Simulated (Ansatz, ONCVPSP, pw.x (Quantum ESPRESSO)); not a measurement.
## In (Z = 49): does the ONCV potential hold in the solid?

| Quantity | Value |
| --- | --- |
| Element | indium (In) |
| Generator | ONCVPSP 4.0.1.1 (patched build) |
| Type | optimised norm-conserving Vanderbilt (ONCV) |
| Functional | PBE |
| Relativity | scalar-relativistic |
| Frozen core | [Kr] 4d10 |
| Valence charge | 3 |
| Reference configuration | 5s2 5p1 |
| Partial waves | 5s: rc 2.40 bohr, ncon 5, nbas 10, qcut 2.4 1/bohr, 2 projectors, debl 2.1 Ha; 5p: rc 3.10 bohr, ncon 4, nbas 7, qcut 3.1 1/bohr, 2 projectors, debl 2.2 Ha; d scattering state at 0.41 Ha: rc 2.65 bohr, ncon 4, nbas 7, qcut 4.2 1/bohr, 2 projectors, debl 2.6 Ha |
| Local potential | polynomial inside 2.05 bohr (lpopt 5, dvloc0 3 Ha) |
| Core correction | Teter function, fcfact 4.5, rcfact 1.05 |

Atomic tests: cutoffs needed: 26 Ha and 49 Ha (the cutoffs (Ha) at which the residual kinetic energy of the hardest occupied pseudo-wave falls to 1 and 0.1 mHa per electron); ghost test: ghosts flagged at negative energy: d at -2434.9 eV; GHOST(+) flagged for s at 122.3 eV, d at 343.7 eV, d at 591.7 eV; a true bound ghost makes a file unfit for plane-wave use; largest excitation error: +33 meV (all-electron minus pseudo) for 5s1 5p0, out of 4 test configurations.

Crystal test: fcc In in pw.x 7.5, no spin, 12³ k-points, Fermi–Dirac smearing 0.01 Ry, cutoffs 115/460 Ry. The reference is all-electron LAPW (Ansatz 0.2.0) with the same functional, mesh and smearing; V0 and B0 come from Birch–Murnaghan fits to the pressures at five volumes. Errors are pseudo minus all-electron; Δ is the rms difference of the E(V) curves that follow from these fits, minima aligned, over ±6 % about the mean V0. Mesh and smearing are coarse, so the numbers serve the comparison and aren't converged zero-temperature values; the lattice is a test structure that the element need not adopt.

All-electron: a0 = 4.791 Å (V0 = 27.50 Å³/atom), B0 = 34.9 GPa.

Task: How far does the potential miss the all-electron equation of state?

Result: converged, but broken (pressure over 100 GPa off). The pressure does not cross zero within the volumes sampled, so no fit is given. The pseudo pressure rises with volume over the whole range, a mechanical instability. Note: ghosts flagged at negative energy: d at -2434.9 eV; GHOST(+) flagged for s at 122.3 eV, d at 343.7 eV, d at 591.7 eV. A true bound ghost makes a file unfit for plane-wave use. A pressure error of this size marks a broken potential; the numbers have no physical meaning.

```tsv
V (Å³/atom)	P all-electron (GPa)	P pseudo (GPa)
26.366	1.64	-184.99
27.060	0.58	-181.37
27.754	-0.32	-166.17
28.448	-1.08	-160.73
29.142	-1.74	-158.48
```

Task: At the middle volume, how do free energy and pressure move when the wave cutoff is lowered (ecutrho kept at four times it)?

Result:

```
cutoff (Ry)  shift of F (meV/atom)  shift of P (GPa)
         52             +2341465.1         -28534.91
         69              +116602.8          -7825.60
         92                +9528.3           -405.64
```

The run at the middle volume (72 k-points, 11 iterations) took about 76 s on one core of a shared host (Neoverse-N1, 64 threads, 124 GiB, load 51).
